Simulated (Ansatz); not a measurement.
**Li: do energies and stresses tell the same story?**

Level of theory: DFT PBE, scalar-relativistic, plane waves, PAW in Ansatz.

Plane waves to 420 eV, a k mesh through Γ of 16×16×16 on the computed 1-atom cell and Gaussian smearing (0.10 eV); no spin polarisation.

Relaxed cell: Fm-3m, a = 4.320 Å, b = 4.320 Å, c = 4.320 Å, α = 90.00°, β = 90.00°, γ = 90.00°, 1 atom in the primitive cell. This fcc form isn't the element's structure at ambient conditions.

Energies at zero smearing and pressures from the stress tensor, at volumes with shape and atoms relaxed:
| V (Å³/atom) | E − E(first) (meV/atom) | P (GPa) |
| --- | --- | --- |
| 17.733 | 0.00 | 2.235 |
| 18.338 | -7.13 | 1.569 |
| 18.942 | -11.92 | 0.987 |
| 19.547 | -14.65 | 0.478 |
| 20.151 | -15.59 | 0.031 |
| 20.756 | -14.94 | -0.361 |
| 21.360 | -12.91 | -0.707 |
| 22.166 | -8.32 | -1.104 |

Task: Check P = −dE/dV between neighbouring volumes, and get the bulk modulus from the pressures alone.

Result: With 1 eV/Å³ = 160.2 GPa:
| middle V (Å³/atom) | −ΔE/ΔV (GPa) | mean P (GPa) |
| --- | --- | --- |
| 18.035 | 1.890 | 1.902 |
| 18.640 | 1.268 | 1.278 |
| 19.244 | 0.725 | 0.732 |
| 19.849 | 0.248 | 0.254 |
| 20.454 | -0.171 | -0.165 |
| 21.058 | -0.539 | -0.534 |
| 21.763 | -0.912 | -0.905 |

The two differ by 0.012 GPa at most. The mean of two end pressures misses the average over a step by about ΔV² P″/12, up to 0.007 GPa here; with that taken off 0.004 GPa remains. Around V = 20.151 Å³/atom, the two neighbours give B = −V ΔP/ΔV = 20.151 × 0.839 / 1.209 = 14.0 GPa, against B0 = 13.8 GPa from the Birch–Murnaghan fit of the energies.